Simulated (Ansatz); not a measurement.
Input for Ansatz (plane-wave DFT, PAW):

```yaml
crystal:
  lattice:
    - [3.1297611067, 0.0, -0.0647675249]
    - [0.0, 3.0649425889, 0.0]
    - [-0.2066341984, 0.0, 6.2931643548]
  atoms:
    - { symbol: Bi, position: [0.4805388267, 0.0, 0.287317507] }
    - { symbol: Bi, position: [0.5194611733, 0.0, 0.712682493] }
basis:
  ecutwfc: 420
kpoints:
  mp_grid: { grid: [14, 14, 8] }
hamiltonian:
  xc: pbe
scf:
  occupations: { method: gaussian, width: 0.1 }
output:
  forces: true
  stress: true
  eigenvalues: true
```

Command:
```bash
ansatz run input.yaml --threads 1 --pin off --max-ram 1331MiB --backend cpu --events-out ev --progress --plain --runs-dir out
```

These are results of Ansatz, DFT PBE, scalar-relativistic, plane waves, PAW, not measurements.

From the run's log, abridged (final results; tables in files aren't shown):

```
SCF 1 converged in 6 iterations: F = -24792.110811 eV  dr2 = 5.59e-9
SCF converged after 6 iterations
Free energy (F): -24792.110811 eV
Harris-Foulkes:  -24792.110811 eV  (|F-HF|=1.55e-9)
Internal energy: -24792.107448 eV  (E = F + TS)
E sigma→0 (E₀):  -24792.109129 eV
Entropy (-TS):   -0.003363 eV (-1.681 meV/atom)
Fermi energy:    12.190597 eV
--- Per-component energies (eV) ---
  E_band       = -153.876614
  E_kinetic    = 612.157902
  E_local      = -3020.462710  (includes V_loc(G=0)·N_el)
  E_nonlocal   = 1119.190387
  E_hartree    = 999.528345
  E_xc         = -305.428289
  E_vxc        = -292.455609  (∫ρ·V_xc dr)
  E_paw        = -21326.276131  (= ΣΔE_a)
  E_vpaw       = -571.360527  (= ΣTr[D̂ρ^β])
  E_aug_tail   = -0.000874  (compensation charges beyond the density's cutoff)
  E_ewald      = -2870.816077
  E_smearing   = -0.003363  (= −TS)
--- Forces (eV/Å), atoms counted from 1 ---
  atom   1  Bi    -0.06975368     0.00000000    -3.56414382
  atom   2  Bi     0.06975368     0.00000000     3.56414382
--- Stress (GPa, compression-positive) ---
        9.941278       0.000000       0.280662
        0.000000      15.510503       0.000000
        0.280661       0.000000      26.990168
  P = ⅓ Tr σ = 17.4806 GPa (174.806 kbar)
--- Band table (eV; the first three rows and the last of 464) ---
  k-point 0: bands = ["-11.3520", "-11.1157", "-11.0680", "-10.8269", "-10.8127", "-10.5952", "-10.5833", "-10.5664", "-10.5371", "-10.5250", "-2.4261", "0.6218", "6.5433", "15.1124", "15.7124", "15.9318", "17.7525", "18.5033", "18.8874"]
  k-point 1: bands = ["-11.3462", "-11.1154", "-11.0683", "-10.8256", "-10.8112", "-10.5951", "-10.5892", "-10.5665", "-10.5384", "-10.5266", "-2.3976", "0.5109", "6.8056", "15.0564", "15.1700", "15.7539", "17.6784", "18.4100", "19.1747"]
  k-point 2: bands = ["-11.3318", "-11.1146", "-11.0690", "-10.8222", "-10.8074", "-10.6035", "-10.5949", "-10.5668", "-10.5418", "-10.5306", "-2.3229", "0.2542", "7.5108", "13.5709", "15.2414", "15.8645", "17.4959", "18.1810", "19.3141"]
  k-point 463: bands = ["-11.1123", "-10.9806", "-10.9562", "-10.9130", "-10.8683", "-10.6740", "-10.6535", "-10.4166", "-10.3961", "-10.3242", "2.5639", "4.8685", "8.3970", "8.6866", "9.9400", "10.2229", "13.4066", "14.7403", "16.0181"]
```

Self-consistency was reached.

Spin–orbit coupling is left out, which can shift energies with elements as heavy as these.